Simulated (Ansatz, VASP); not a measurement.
## Sn: VASP beside Ansatz

The input INCAR:

```
SYSTEM = Sn
ALGO     = Normal         ! electronic algorithm
EDIFF    = 1E-7           ! SCF threshold, eV
ENCUT    = 520            ! plane-wave cutoff, eV
GGA      = PE             ! functional
GGA_COMPAT= .False.      
ISIF     = 2              ! what is computed and relaxed
ISMEAR   = -1             ! smearing method
LASPH    = .True.         ! aspherical terms in the spheres
LCHARG   = .False.        ! write CHGCAR
LORBIT   = 11             ! projections on sites
LORBMOM  = .True.       
LREAL    = .False.        ! projectors in reciprocal space
LSORBIT  = .True.         ! spin-orbit coupling
LWAVE    = .False.        ! write WAVECAR
MAGMOM   = 0 0 0          ! initial moments
NBANDS   = 25             ! bands
NELM     = 150            ! most SCF steps
PREC     = Accurate       ! precision mode
SIGMA    = 0.05           ! smearing width, eV
```

The input KPOINTS:

```
k-points
0
Gamma
  8 8 8
  0 0 0
```

The input POSCAR:

```
Sn
1.0
   -1.7265390000      1.7755470000      2.3383420000
    1.7265390000     -1.7755470000      2.3383420000
    1.7265390000      1.7755470000     -2.3383420000
Sn
1
Direct
    0.0000000000      0.0000000000      0.0000000000
```

The input input.yaml:

```yaml
crystal:
  lattice:
    - [-1.726539, 1.775547, 2.338342]
    - [1.726539, -1.775547, 2.338342]
    - [1.726539, 1.775547, -2.338342]
  atoms:
    - { symbol: Sn, position: [0.0, 0.0, 0.0] }
hamiltonian:
  xc: pbe
  pseudopotentials: { kind: paw_fr }
magnetization:
  noncollinear: true
  spin_orbit: true
kpoints:
  mp_grid: { grid: [8, 8, 8] }
  band_path:
    path:
      - [[0.0, 0.0, 0.0], [-0.3862939988, 0.3862939988, 0.3862939988], [-0.2804352521, 0.2804352521, 0.4921527456], [0.0, 0.0, 0.5], [0.25, 0.25, 0.25], [0.0, 0.5, 0.0], [0.3862939988, 0.6137060012, -0.3862939988], [0.5, 0.5, -0.5], [0.0, 0.0, 0.0], [0.3941412533, -0.3941412533, 0.3941412533], [0.5, 0.0, 0.0], [0.25, 0.25, 0.25]]
      - [[0.2804352521, -0.2804352521, 0.5078472544], [0.3941412533, -0.3941412533, 0.3941412533]]
      - [[0.6058587467, 0.3941412533, -0.3941412533], [0.5, 0.5, -0.5]]
    npoints: 14
scf:
  occupations: { method: fermi_dirac, width: 0.05 }
  n_extra_bands: 6
output:
  forces: true
  stress: true
  eigenvalues: true
  fatbands: false
```

This isn't the form of Sn at room conditions, which is tetragonal (white tin).

Alike in both runs: functional PBE; k mesh 8 × 8 × 8; occupations fermi-dirac, width 0.05 eV; non-collinear spin, spin-orbit coupling.

|  | VASP | Ansatz |
| --- | --- | --- |
| version | VASP 6.6.1 | Ansatz 0.2.0 |
| potentials or method | VASP PAW PBE potentials, release 64 (Sn_d) | Ansatz PAW |
| plane-wave cutoff (eV) | 520 | 420 |
| valence electrons in the cell | 14 | 14 |
| task | single point | band structure |

|  | VASP | Ansatz | Ansatz less VASP |
| --- | --- | --- | --- |
| gap on the k mesh at the Fermi level (eV) | none | none | - |
| pressure (GPa) | -1.2 | -1.2 | +0.05 |
| largest component of the traceless stress (GPa) | 0.59 | 0.59 | +0.006 |
| net moment per atom (μB) | 0.00 | 0.00 | 0.000 |

A gap of «none» marks a metal or a gap that the smearing closes. With one functional, cell and mesh, what is left measures potentials, basis and numerics.
